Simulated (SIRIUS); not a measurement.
Zr:

```
Zr
1.0
    -1.81000    1.81000    1.81000
     1.81000   -1.81000    1.81000
     1.81000    1.81000   -1.81000
Zr
1
Cartesian
  0.0000 0.0000 0.0000
```

This isn't the form of Zr at room conditions, which is hcp.

- Program: SIRIUS 7.12.0
- Task: single point
- Functional: PBEsol
- Potentials or basis: PseudoDojo 0.4.1 PBEsol standard (scalar relativistic)
- Cutoff: 915 eV
- Density cutoff: 3659 eV
- k mesh: 10 × 10 × 10
- Occupations: fermi-dirac, width 0.05 eV
- Spin: no spin polarisation

On this cell: pressure -6.9 GPa; band gap on the k mesh none (metal or under the smearing width).

The same run follows on a disturbed copy (cell strained at random at fixed volume):

```xyz
1
Lattice="-1.8443 1.8602 1.7746 1.8791 -1.8715 1.8207 1.7505 1.7778 -1.7858" Properties=species:S:1:pos:R:3 pbc="T T T"
Zr   -0.0278    0.0705    0.0110
```

Problem. What does the disturbed cell give?

Solution. The energy (extrapolated to zero smearing) moves by +5.2 meV/atom; pressure -6.9 GPa; band gap on the k mesh none (metal or under the smearing width).

Stress tensor (GPa, compression positive):
```
-6.86  1.28 -0.55
 1.28 -6.86  0.35
-0.55  0.35 -7.02
```
